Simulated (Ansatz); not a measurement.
Results of r²SCAN0 (PAW; Ansatz, an electronic-structure program) for fluorite SrF2.

Settings: plane-wave cutoff 520 eV, 8×8×8 k mesh, Fermi–Dirac smearing 0.01 eV, scalar-relativistic PAW data made under PBE.

The cell has the measured lattice: a = b = c = 5.7996 Å, α = β = γ = 90.00°.

### Question
What does this level give for the band gap and smallest direct gap on the k points sampled?

### Answer

* **band gap**: 10.12 eV (on the SCF k mesh)
* **smallest direct gap on the k points sampled**: 10.22 eV

Measured, for comparison: band gap 11.1 eV (temperature not stated, no zero-point or thermal correction; as tabulated in Aguado et al. (1999), arXiv:cond-mat/9901145).

Note: cell and atoms aren't relaxed at this level (pressure -1.3 GPa).

Spin–orbit coupling is not included.

Static lattice: no zero-point or thermal effects.
